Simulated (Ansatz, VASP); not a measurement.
# Cross-check of SiGe (CsCl type (invented)) between VASP and Ansatz

Wanted: the spread between two codes on one cell, functional and k mesh. The cell is generated by rule, not measured, and may not be a known phase. The two relaxations start from unlike cells of this crystal (the structure described is Ansatz's start), so only their ends are compared.

Calculated with Ansatz 0.2.0; plane waves, with VASP 6.6.1 beside it; relaxation of cell and atoms at PBE.

**1. Starting point**

The structure is cubic, space group Pm-3m (No. 221). The conventional cell has a = 3.431 Å, b = 3.431 Å, c = 3.431 Å, α = 90.00°, β = 90.00°, γ = 90.00°. Nearest to Ge lie 8 Si at 2.97 Å. Nearest to Si lie 8 Ge at 2.97 Å. Farther neighbours are not listed.

**2. Ansatz: relaxation of cell and atoms, PBE, pair 1**

Ansatz runs on its default PAW (the set named soft_2) files.

The relaxed volume is the usual yardstick between codes: in a stiff, nearly cubic crystal its relative difference is about their pressure difference at one cell divided by the bulk modulus.

Input file input.yaml:

```yaml
crystal:
  lattice:
    - [3.43119, 0.0, 0.0]
    - [0.0, 3.43119, 0.0]
    - [0.0, 0.0, 3.43119]
  atoms:
    - { symbol: Ge, position: [0.0, 0.0, 0.0] }
    - { symbol: Si, position: [0.5, 0.5, 0.5] }
kpoints:
  mp_grid: { grid: [6, 6, 6] }
hamiltonian:
  xc: pbe
scf:
  occupations: { method: gaussian, width: 0.1 }
output:
  forces: true
  stress: true
  eigenvalues: true
relax:
  adjacent_minimum: "off"
  f_tol: 0.05
  max_steps: 80
  cell: { stress_tol: 0.5 }
```

Launch:

```sh
$ ansatz run input.yaml --threads 2 --pin off --max-ram 5120MiB --backend cpu --events-out ev --progress --plain --runs-dir out
```

Numbers of over 12 decimals in the logs are rounded to 6 here.

The program printed:

```text
The last accepted step is kept in <dir> (removed where the run ends without a failure and the disk answers)
Engine: ansatz 0.2.0, aarch64-unknown-linux-gnu
Pseudopotentials: kind: paw
Pseudopotential: Ge, paw, valence charge 14, recommended cutoff 420 eV (normal), Ge.paw.azcp
Pseudopotential: Si, paw, valence charge 4, recommended cutoff 420 eV (normal), Si.paw.azcp
Functional definition: PBE
  parameter kappa = 0.804
  parameter beta = 0.066725
  exchange = pbe_x(kappa = kappa, mu = beta*pi^2/3)
  correlation = pbe_c(beta = beta)
Crystal: 2 atoms, lattice volume = 40.396 Å³
Basis set: ecut = 420 eV, 751 PW (Γ), exchange–correlation on 48×48×48 points (8 copies of the dense FFT grid, shifted against one another)
Bands: 13, of which v1, the nominal top of the filled ones, is band 9 counted from 1 (8 counted from 0)
Symmetry: 48 space group operations
Space group: Pm-3m (ITA 221), of the structure as read, at distance tolerance 3.4e-5 Å
k-points: 20 of 216
Non-local potential: Ge, projectors of the file, l = 0: 2, l = 1: 2, l = 2: 3, l = 3: 1
Non-local potential: Si, projectors of the file, l = 0: 2, l = 1: 2, l = 2: 2
PAW form: soft (Blöchl's): semilocal exchange-correlation on the pseudo side does not see the compensation charge
PAW one-centre angular grid: Ge, 590 points (default); XC on 64 Gauss nodes
PAW one-centre angular grid: Si, 110 points (default); XC on 64 Gauss nodes
Initial density: superposition of atomic densities (neutral atoms: chi_scale 0, normalization atom), corrected by the library's trained network
Initial wavefunctions: pseudopotential atomic-orbital guess
Functional: x = pbe(κ = 0.804, μ = 0.219515), c = pbe(β = 0.066725)
SCF iter   1: F=—  HF=-4929.646131 eV  |F-HF|=—  |Δ(HF+E_count)|=         —  Δρ=1.04e-3  dr2=2.28e-4  ethr=1.77e-3  ⟨swp⟩=5.9  Hψ=3265  notcnv=0  defer=4
automatic band count: the SCF goes on with 17 bands, as 13 were too few: the levels above may hold too much charge
preconditioner: auto → none  [insulator: Δε(μ)=0.271 eV  Ē_g=22.906 eV  σ=0.100 eV  W_gap=0.65  n_scr=6 (ndim 8)  ℏωp=24.8 eV  f_vac=0.000  D(μ)=1.24/eV (n_scr^D=6)  ε∞_Penn≈2.2]
SCF iter   2: F=—  HF=-4929.646246 eV  |F-HF|=—  |Δ(HF+E_count)|=   1.15e-4  Δρ=5.55e-4  dr2=8.36e-5  ethr=1.26e-6  ⟨swp⟩=2.3  Hψ=675  notcnv=0  defer=9
SCF iter   3: F=—  HF=-4929.646390 eV  |F-HF|=—  |Δ(HF+E_count)|=   1.44e-4  Δρ=2.15e-4  dr2=9.85e-6  ethr=4.64e-7  ⟨swp⟩=2.0  Hψ=455  notcnv=0  defer=9
SCF iter   4: F=—  HF=-4929.646393 eV  |F-HF|=—  |Δ(HF+E_count)|=   2.17e-6  Δρ=5.61e-5  dr2=1.50e-6  ethr=5.47e-8  ⟨swp⟩=2.4  Hψ=458  notcnv=0  defer=9
SCF iter   5: F=—  HF=-4929.646391 eV  |F-HF|=—  |Δ(HF+E_count)|=   1.14e-6  Δρ=1.84e-5  dr2=1.74e-7  ethr=8.32e-9  ⟨swp⟩=2.2  Hψ=431  notcnv=0  defer=9
SCF iter   6: F=-4929.646391 eV  HF=-4929.646391 eV  |F-HF|=7.88e-10  |Δ(HF+E_count)|=   1.19e-7  Δρ=1.03e-6  dr2=5.50e-10  ethr=5.56e-10  ⟨swp⟩=7.5  Hψ=1453  notcnv=0
SCF 1 converged in 6 iterations: F = -4929.646391 eV  dr2 = 5.50e-10
  greatest PAW one-centre occupation: 0.998 electrons in one spin orbital (limit 2), on the Ge atom at site 0 (counted from 0), in its partial waves of l = 2
relax step   1: F+E_penalty+E_count = -4929.64639128 eV  Δ(F+E_penalty+E_count) = +0.000e0 eV  max|allowed force component| = 3.328e-31 eV/Å  Δτ_max = 0.0000 Å  P = -8.299 GPa  Ω = 40.396 Å³  (6 SCF iters, dr2 threshold 1.00e-7 eV, accepted)
[...]
relax step   2: F+E_penalty+E_count = -4929.81436096 eV  Δ(F+E_penalty+E_count) = -1.680e-1 eV  max|allowed force component| = 3.698e-32 eV/Å  Δτ_max = 0.0000 Å  P = -0.119 GPa  Ω = 34.838 Å³  energy of the carried Pulay correction = +9.309e-4 eV  (5 SCF iters, dr2 threshold 2.00e-7 eV, accepted)
[...]
relax step   3: F+E_penalty+E_count = -4929.81357467 eV  Δ(F+E_penalty+E_count) = +7.863e-4 eV  max|allowed force component| = 6.985e-32 eV/Å  Δτ_max = 0.0000 Å  P = -0.127 GPa  Ω = 34.838 Å³  stress off target by 1.27e-1 GPa  SCF on the basis re-selected at this cell (its energy is not comparable with the rows above)  (5 SCF iters)
basis re-selected at this cell: Δ(F+E_penalty+E_count) = +7.863e-4 eV, ΔP = -0.008 GPa vs the last step (what re-selecting the basis moved, of the pressure what is left beyond the Pulay correction that the steps carried, after the strain that the cell walked since its last selection, with what the two solves' SCF thresholds leave and, on support functions, any second-order correction that the steps lacked; it is no m [...]
SCF converged after 5 iterations
Free energy (F): -4929.813575 eV
Harris-Foulkes:  -4929.813575 eV  (|F-HF|=1.00e-11)
Internal energy: -4929.808285 eV  (E = F + TS)
E sigma→0 (E₀):  -4929.810930 eV
Entropy (-TS):   -0.005290 eV (-2.645 meV/atom)
Fermi energy:    10.045980 eV
--- Per-component energies (eV) ---
  E_band       = -103.468299
  E_kinetic    = 148.951811
  E_local      = -2399.456977  (includes V_loc(G=0)·N_el)
  E_nonlocal   = 441.263242
  E_hartree    = 1062.714879
  E_xc         = -130.900769
  E_vxc        = -111.354813  (∫ρ·V_xc dr)
  E_paw        = -2528.380901  (= ΣΔE_a)
  E_vpaw       = -308.301446  (= ΣTr[D̂ρ^β])
  E_aug_tail   = 0.000289  (compensation charges beyond the density's cutoff)
  E_ewald      = -1523.999859
  E_smearing   = -0.005290  (= −TS)
  E_closure    = 0.000000  (closes the sum)
  Σ components = -4929.813575   (vs F -4929.813575, Δ=0.00e0)
--- Forces (eV/Å), atoms counted from 1 ---
  atom   1  Ge    -0.00000000    -0.00000000    -0.00000000
  atom   2  Si     0.00000000    -0.00000000     0.00000000
  max |Σ_I F_I| component: 1.40e-31 eV/Å
--- Stress (GPa, compression-positive) ---
       -0.126961       0.000000       0.000000
        0.000000      -0.126961      -0.000000
        0.000000      -0.000000      -0.126961
  P = ⅓ Tr σ = -0.1270 GPa (-1.270 kbar)
--- Band table (eV; the first three rows and the last of 20) ---
  k-point 0: bands = [... 5 lower, -3.0097, 9.0393, 9.8099, 9.8099, 9.8099, 13.7968, 13.7968, 19.9728, ... 4 higher]
  k-point 1: bands = [... 5 lower, -2.6272, 6.2852, 10.1842, 10.1842, 10.7613, 14.1545, 16.5866, 18.2611, ... 4 higher]
  k-point 2: bands = [... 5 lower, -1.4857, 3.0850, 11.2945, 11.2945, 11.8891, 15.1990, 15.5151, 15.5151, ... 4 higher]
  k-point 19: bands = [... 5 lower, 4.8857, 5.9948, 7.9999, 7.9999, 7.9999, 8.2528, 8.2528, 8.2528, ... 4 higher]
--- Relaxed structure (2 steps of the walk, 2 accepted, 1 SCFs on fresh bases) ---
  F+E_penalty+E_count = -4929.81357467 eV   max|allowed force component| = 6.985e-32 eV/Å   (the final SCF, on the basis selected at the relaxed cell)
  cell:  # Å, volume = 34.8382 Å³
    - [3.266017, 0, 0]
    - [0, 3.266017, 0]
    - [0, 0, 3.266017]
  atoms:
    - { symbol: Ge, position: [0, 0, 0] }
    - { symbol: Si, position: [0.5, 0.5, 0.5] }
```

**3. VASP: relaxation of cell and atoms, PBE, pair 1**

Its own start cell and the same functional, mesh and smearing now go to VASP, with its own data sets.

Lines of VASP's logs that name or quote its potential files are left out, and so is its time.

Input file INCAR:

```
SYSTEM = SiGe
PREC = Accurate
ENCUT = 500
EDIFF = 1E-07
NELM = 120
ISMEAR = 0
SIGMA = 0.1
LREAL = .FALSE.
ALGO = Normal
GGA = PE
NBANDS = 15
LORBIT = 11
LWAVE = .FALSE.
LCHARG = .FALSE.
ISIF = 3
IBRION = 2
NSW = 80
EDIFFG = -0.005
LASPH = .TRUE.
GGA_COMPAT = .FALSE.
NELMIN = 4
```

Input file POSCAR:

```
SiGe
1.0
    3.2649082466      0.0000000000      0.0000000000
    0.0000000000      3.2649082466      0.0000000000
    0.0000000000      0.0000000000      3.2649082466
Ge Si
1 1
Direct
    0.0000000000      0.0000000000      0.0000000000
    0.5000000000      0.5000000000      0.5000000000
```

Input file KPOINTS:

```
Automatic mesh
0
Gamma
6 6 6
0 0 0
```

The projector-augmented-wave data sets are Ge_d and Si (PBE family, release 64).

Launch:

```sh
$ mpirun -np 1 vasp_std
```

The program printed:

```text
[banner, memory and clock lines left out]
running    1 mpi-ranks, on    1 nodes
 distrk:  each k-point on    1 cores,    1 groups
 distr:  one band on    1 cores,    1 groups

 POSCAR found type information on POSCAR GeSi
 POSCAR found :  2 types and       2 ions
 LDA part: xc-table for (Slater+PW92), standard interpolation
 POSCAR, INCAR and KPOINTS ok, starting setup
 FFT: planning ... GRIDC
 FFT: planning ... GRID_SOFT
 FFT: planning ... GRID
 WAVECAR not read
 entering main loop
       N       E                     dE             d eps       ncg     rms          rms(c)
DAV:   1     0.804858702236E+02    0.80486E+02   -0.89224E+03   664   0.258E+03
DAV:   2    -0.715274673021E+00   -0.81201E+02   -0.78542E+02   649   0.430E+02
DAV:   3    -0.884676060150E+01   -0.81315E+01   -0.80945E+01   747   0.810E+01
DAV:   4    -0.898506705323E+01   -0.13831E+00   -0.13828E+00   691   0.109E+01
DAV:   5    -0.898746030435E+01   -0.23933E-02   -0.23931E-02   811   0.161E+00    0.225E+00
DAV:   6    -0.896755269503E+01    0.19908E-01   -0.16268E-02   764   0.217E+00    0.125E+00
DAV:   7    -0.895865971192E+01    0.88930E-02   -0.12281E-02   768   0.132E+00    0.949E-02
DAV:   8    -0.895840752402E+01    0.25219E-03   -0.98371E-04   803   0.547E-01    0.643E-02
DAV:   9    -0.895841434786E+01   -0.68238E-05   -0.27813E-05   684   0.597E-02    0.176E-02
DAV:  10    -0.895841642263E+01   -0.20748E-05   -0.16870E-06   768   0.107E-02    0.194E-03
DAV:  11    -0.895841636210E+01    0.60530E-07   -0.69699E-08   489   0.329E-03
   1 F= -.89584164E+01 E0= -.89557559E+01  d E =-.895842E+01
 curvature:   0.00 expect dE= 0.000E+00 dE for cont linesearch  0.000E+00
 trial: gam= 0.00000 g(F)=  0.000E+00 g(S)=  0.466E-04 ort = 0.000E+00 (trialstep = 0.100E+01)
 search vector abs. value=  0.466E-04
 bond charge predicted
       N       E                     dE             d eps       ncg     rms          rms(c)
DAV:   1    -0.895892754214E+01   -0.51112E-03   -0.71499E-03   761   0.164E+00    0.133E-01
DAV:   2    -0.895854018332E+01    0.38736E-03   -0.49849E-04   768   0.462E-01    0.675E-02
DAV:   3    -0.895841897606E+01    0.12121E-03   -0.17151E-04   762   0.237E-01    0.143E-02
DAV:   4    -0.895841191260E+01    0.70635E-05   -0.85640E-06   775   0.506E-02    0.613E-03
DAV:   5    -0.895841192027E+01   -0.76666E-08   -0.72784E-07   733   0.133E-02
   2 F= -.89584119E+01 E0= -.89557165E+01  d E =0.444183E-05
 trial-energy change:    0.000004  1 .order   -0.000003   -0.000047    0.000040
 step:   0.4076(harm=  0.5399)  dis= 0.00000  next Energy=    -8.958425 (dE=-0.897E-05)
 bond charge predicted
       N       E                     dE             d eps       ncg     rms          rms(c)
DAV:   1    -0.895860404291E+01   -0.19213E-03   -0.25101E-03   761   0.977E-01    0.792E-02
DAV:   2    -0.895846889214E+01    0.13515E-03   -0.17314E-04   761   0.271E-01    0.402E-02
DAV:   3    -0.895842540246E+01    0.43490E-04   -0.60435E-05   741   0.140E-01    0.841E-03
DAV:   4    -0.895842197369E+01    0.34288E-05   -0.30304E-06   789   0.301E-02    0.362E-03
DAV:   5    -0.895842147435E+01    0.49934E-06   -0.24304E-07   529   0.787E-03    0.934E-04
DAV:   6    -0.895842141634E+01    0.58014E-07   -0.21456E-08   433   0.207E-03
   3 F= -.89584214E+01 E0= -.89557468E+01  d E =-.505424E-05
 curvature:  -0.25 expect dE=-0.335E-06 dE for cont linesearch -0.335E-06
 trial: gam= 0.00000 g(F)=  0.461E-66 g(S)=  0.135E-05 ort =-0.795E-05 (trialstep = 0.882E+00)
 search vector abs. value=  0.135E-05
 reached required accuracy - stopping structural energy minimisation
```

OUTCAR, selected parts (step 3):

```text
ion  position               nearest neighbor table
   1  0.000  0.000  0.000-   2 2.83   2 2.83   2 2.83   2 2.83   2 2.83   2 2.83   2 2.83   2 2.83

  LATTYP: Found a simple cubic cell.
 ALAT       =     3.2649082466

 Subroutine GETGRP returns: Found 48 space group operations
 (whereof 48 operations were pure point group operations)

The static configuration has the point symmetry O_h .

 Found     20 irreducible k-points:

   k-points           NKPTS =     20   k-points in BZ     NKDIM =     20   number of bands    NBANDS=     15

   dimension x,y,z NGX =    24 NGY =   24 NGZ =   24
   dimension x,y,z NGXF=    48 NGYF=   48 NGZF=   48

   ENCUT  =  500.0 eV  36.75 Ry    6.06 a.u.   5.95  5.95  5.95*2*pi/ulx,y,z

   NELECT =      18.0000    total number of electrons

 k-points in reciprocal lattice and weights: Automatic mesh
   0.00000000  0.00000000  0.00000000       0.005
   0.16666667  0.00000000  0.00000000       0.028
   0.33333333  0.00000000  0.00000000       0.028
   0.50000000  0.00000000  0.00000000       0.014
   0.16666667  0.16666667  0.00000000       0.056
   0.33333333  0.16666667  0.00000000       0.111
   0.50000000  0.16666667  0.00000000       0.056
   0.33333333  0.33333333  0.00000000       0.056
   0.50000000  0.33333333  0.00000000       0.056
[...]
0.50000000  0.50000000  0.33333333       0.028
   0.50000000  0.50000000  0.50000000       0.005

 average (electrostatic) potential at core
       1 -71.5962       2 -82.2762

 E-fermi :   7.4989

 k-point     1 :       0.0000    0.0000    0.0000
  band No.  band energies     occupation
    ...
      6      -5.5738      2.00000
      7       6.5038      2.00000
      8       7.2603      1.99926
      9       7.2603      1.99926
     10       7.2603      1.99926
     11      11.2514      0.00000
     12      11.2514      0.00000
     13      17.4413      0.00000
     14      17.4413      0.00000
     15      17.4413      0.00000

 k-point     2 :       0.1667    0.0000    0.0000
  band No.  band energies     occupation
    ...
      3     -16.8880      2.00000
      4     -16.8880      2.00000
      5     -16.8842      2.00000
      6      -5.1909      2.00000
      7       3.7357      2.00000
      8       7.6351      0.05404
      9       7.6351      0.05404
     10       8.2207      0.00000
     11      11.6103      0.00000
     12      14.0505      0.00000
    ...

 k-point     3 :       0.3333    0.0000    0.0000
  band No.  band energies     occupation
    ...
      3     -16.8950      2.00000
      4     -16.8925      2.00000
      5     -16.8834      2.00000
      6      -4.0478      2.00000
      7       0.5293      2.00000
      8       8.7471      0.00000
      9       8.7471      0.00000
     10       9.3503      0.00000
     11      12.6570      0.00000
     12      12.9764      0.00000
    ...

  Total        0.0043258      0.0043258      0.0043258      0.0000000      0.0000000     -0.0000000
  in kB        0.1992916      0.1992916      0.1992916      0.0000000      0.0000000     -0.0000000
  external PRESSURE =       0.1992916 kB  Pullay stress =       0.0000000 kB

  energy-cutoff  :      500.00
  volume of cell :       34.78
      direct lattice vectors                 reciprocal lattice vectors
     3.264093302 -0.000000000 -0.000000000     0.306363792  0.000000000  0.000000000
    -0.000000000  3.264093302  0.000000000     0.000000000  0.306363792  0.000000000
    -0.000000000 -0.000000000  3.264093302     0.000000000 -0.000000000  0.306363792

 POSITION                                       TOTAL-FORCE (eV/Angst)
 -----------------------------------------------------------------------------------
      0.00000      0.00000      0.00000         0.000000     -0.000000      0.000000
      1.63205      1.63205      1.63205        -0.000000      0.000000      0.000000
 -----------------------------------------------------------------------------------
    total drift:                                0.000000      0.000000      0.000000

  FREE ENERGIE OF THE ION-ELECTRON SYSTEM (eV)
  ---------------------------------------------------
  free  energy   TOTEN  =        -8.9584214163 eV

  energy  without entropy=       -8.9530722528  energy(sigma->0) =       -8.95574683

 reached required accuracy - stopping structural energy minimisation

 total charge
# of ion       s       p       d       tot
------------------------------------------
    1        1.255   0.928  10.040  12.222
    2        0.886   0.644   0.000   1.530
--------------------------------------------------
tot          2.141   1.571  10.040  13.752

[... 3 further parts left out ...]
```

CONTCAR:

```
SiGe
   1.00000000000000
     3.2640933021359784   -0.0000000000000000   -0.0000000000000000
    -0.0000000000000000    3.2640933021359784    0.0000000000000000
    -0.0000000000000000   -0.0000000000000000    3.2640933021359784
  Ge              Si
     1     1
Direct
     0.0000000000000000    0.0000000000000000    0.0000000000000000
     0.5000000000000000    0.5000000000000000    0.5000000000000000
```

The k-mesh is coarse for a metal.

**4. Side by side**

Known differences besides the potentials themselves: the cutoff is 420 eV in Ansatz and 500 eV in VASP; Ansatz adds a Pulay correction to the stress that steers its cell, VASP none. Total energies have different zeros and are not compared.

Both answers:

```csv
quantity,Ansatz,VASP,difference
volume (Å³),34.84,34.78,+0.18 %
"edge a after relaxation, in the typed setting (Å)",3.266,3.264,+0.06 %
```

(Continued in part 2 of 2.)

[Lines on the potential files, build, host, timing and source positions are cut from VASP's logs without a mark.]

[Logs are printed without paths, hosts, clocks, repeated set-up lines and the standing remarks that a program may print on its own settings, such as how far it seeks lower states.]

[Hosts, paths, dates, database ids (printed as entryN), source tags and the programs' standing remarks are cut or masked in the printed files.]
